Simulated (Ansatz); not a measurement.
CsI: reading a single point

```yaml
crystal:
  lattice:
    - [4.52744, 0.00000, 0.00000]
    - [0.00000, 4.52744, 0.00000]
    - [0.00000, 0.00000, 4.52744]
  atoms:
    - { symbol: Cs, position: [0.00000, 0.00000, 0.00000] }
    - { symbol: I, position: [0.50000, 0.50000, 0.50000] }
```

The numbers come from plane-wave PAW DFT (Ansatz): LDA, spin-orbit coupling, 420 eV, 6×6×6 Γ-centred k points, methfessel-paxton occupations (width 0.0181 eV). Nothing was relaxed.

The state carries no moments; the state need not be the lowest.

**Electronic structure.** The gap is 3.36 eV, direct at the points sampled. A semilocal functional usually gives too small a gap.
**Formation energy.** -1.56 eV an atom against the elements' usual phases (free molecules for gases, crystals otherwise, with no correction for O₂ or N₂), so it is bound against them; other compounds may still compete. Relaxing would lower it.
**Charges.** Bader charges in e: Cs +0.77, I -0.77. In the mean Cs gives up most and I takes most.
**Stress.** The pressure is -1.1 GPa (compression positive), so with the atoms held at these fractions the cell would first shrink.

Origin: a database entry at a rescaled volume.
